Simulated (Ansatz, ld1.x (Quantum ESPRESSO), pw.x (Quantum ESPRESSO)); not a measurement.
Which Au potential is closest to all-electron in the sc crystal?

All use PBE, scalar-relativistic, no spin, cutoffs from each file’s atomic test, pw.x 7.5; 12³ k-points, Fermi–Dirac smearing 0.01 Ry. Δ is the rms difference from all-electron LAPW of the E(V) curves that follow from fits to the pressures, over ±6 % in volume. Mesh and smearing are coarse and serve the comparison alone. The files are a selection: those with a ghost or negative overlap were mostly not run, and those with noisy or unconverged pressures or nearly equal Δ are left out.

All-electron: a0 = 2.747 Å (V0 = 20.73 Å³/atom), B0 = 104.8 GPa.

Q: Rank them by Δ, smallest first.
A. PAW, ld1.x (Quantum ESPRESSO) 7.5, PBE; core [Kr] 4d10 4f14, reference 5s2 5p6 5d10 6s1 6p0; waves: 5s (bound): rcut 1.35, rcutus 1.65 bohr; 6s (bound): rcut 1.35, rcutus 1.65 bohr; 5p (bound): rcut 1.95, rcutus 2.30 bohr; 6p (bound, empty): rcut 1.95, rcutus 2.30 bohr; 5d (bound): rcut 1.75, rcutus 2.35 bohr; 5d channel at 2.95 Ry: rcut 1.75, rcutus 2.35 bohr; local part: all-electron potential smoothed inside 1.30 bohr (lloc = -1); core correction: Bessel-smoothed model core inside 1.30 bohr; augmentation: PSQ, inside the norm-conserving radii.
B. PAW, ld1.x (Quantum ESPRESSO) 7.5, PBE; core [Kr] 4d10 4f14, reference 5s2 5p6 5d10 6s1 6p0; waves: 5s (bound): rcut 1.45, rcutus 1.80 bohr; 6s (bound): rcut 1.45, rcutus 1.80 bohr; 5p (bound): rcut 1.45, rcutus 1.90 bohr; 6p (bound, empty): rcut 1.45, rcutus 1.90 bohr; 5d (bound): rcut 1.45, rcutus 2.00 bohr; 5d channel at 0.3 Ry: rcut 1.45, rcutus 2.00 bohr; local part: all-electron potential smoothed inside 1.85 bohr (lloc = -2); core correction: Bessel-smoothed model core, default radius (core density twice the valence density); augmentation: BESSEL, radius 1.50 bohr.
C. norm-conserving Troullier–Martins (Kleinman–Bylander form), ld1.x (Quantum ESPRESSO) 7.5, PBE; core [Xe] 4f14, reference 5d10 6s1 6p0; waves: 6p (bound, empty): rc 4.00 bohr; 5d (bound): rc 2.20 bohr; 6s (bound): rc 2.15 bohr; local part: the s channel; core correction: none.

A: B (2.6 meV/atom), A (5.5 meV/atom), C (15.7 meV/atom).
